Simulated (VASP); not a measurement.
CaS in VASP 6.6.1, single-point calculation

INCAR

```
NELM = 89
PREC = Accurate
ENCUT = 520
NSW = 0
NBANDS = 15
ISIF = 2
MAGMOM = -2 -2
ISYM = 1
EDIFF = 1E-7
IBRION = -1
LWAVE = .FALSE.
LASPH = .TRUE.
GGA = PE
ISPIN = 2
ISMEAR = -1
LREAL = .FALSE.
SIGMA = 0.02
LCHARG = .FALSE.
```

KPOINTS

```
KPOINTS created by Atomic Simulation Environment
0
Monkhorst-Pack
8 8 8
0 0 0
```

POSCAR

```
Ca S
 1.0000000000000000
     0.0000000000000000    2.9527397793999999    2.9527397793999999
     2.9527397793999999    0.0000000000000000    2.9527397793999999
     2.9527397793999999    2.9527397793999999    0.0000000000000000
 Ca  S
   1   1
Cartesian
  0.0000000000000000  0.0000000000000000  0.0000000000000000
  2.9527397793999999  2.9527397793999999  2.9527397793999999
```

The recommended PBE PAW datasets give the neutral cell 16 valence electrons.

Command

```
mpirun -np 1 vasp_std
```

Question: Predict the outcome of this run.

Answer: It converged. Results: pressure -4.5 GPa; magnetic moment of the cell 0.00 μB.

OSZICAR

```
N       E                     dE             d eps       ncg     rms          rms(c)
DAV:   1     0.109751585762E+03    0.10975E+03   -0.78269E+03  3600   0.994E+02
DAV:   2    -0.372644082980E+01   -0.11348E+03   -0.10751E+03  4447   0.245E+02
DAV:   3    -0.856770249809E+01   -0.48413E+01   -0.47991E+01  4988   0.488E+01
DAV:   4    -0.880656446022E+01   -0.23886E+00   -0.23872E+00  5235   0.913E+00
DAV:   5    -0.880839269394E+01   -0.18282E-02   -0.18281E-02  4903   0.893E-01    0.122E+01
DAV:   6    -0.101429357518E+02   -0.13345E+01   -0.10308E+00  4307   0.708E+00    0.528E+00
DAV:   7    -0.102742707019E+02   -0.13133E+00   -0.20251E-01  3966   0.372E+00    0.267E+00
DAV:   8    -0.102861127810E+02   -0.11842E-01   -0.36069E-02  4461   0.163E+00    0.112E+00
DAV:   9    -0.102914017618E+02   -0.52890E-02   -0.70053E-03  4725   0.687E-01    0.380E-01
DAV:  10    -0.102926495628E+02   -0.12478E-02   -0.98289E-04  4260   0.256E-01    0.155E-01
DAV:  11    -0.102929771306E+02   -0.32757E-03   -0.26345E-04  4510   0.141E-01    0.102E-01
DAV:  12    -0.102931585901E+02   -0.18146E-03   -0.17398E-04  4118   0.929E-02    0.379E-02
DAV:  13    -0.102931684589E+02   -0.98688E-05   -0.13701E-05  4712   0.302E-02    0.561E-03
DAV:  14    -0.102931695246E+02   -0.10657E-05   -0.46974E-06  4342   0.195E-02    0.388E-03
DAV:  15    -0.102931699427E+02   -0.41808E-06   -0.10140E-06  4261   0.812E-03    0.122E-03
DAV:  16    -0.102931698791E+02    0.63643E-07   -0.91819E-08  3621   0.303E-03
   1 F= -.10293170E+02 E0= -.10293170E+02  d E =-.165416E-12  mag=     0.0000
```

The shifted mesh misses Γ, so a band edge there is missed.

For comparison, a separate PBE run of the intended cell, on usual settings and not on those above, gives a gap of 2.56 eV on its mesh and a pressure of -4.5 GPa.
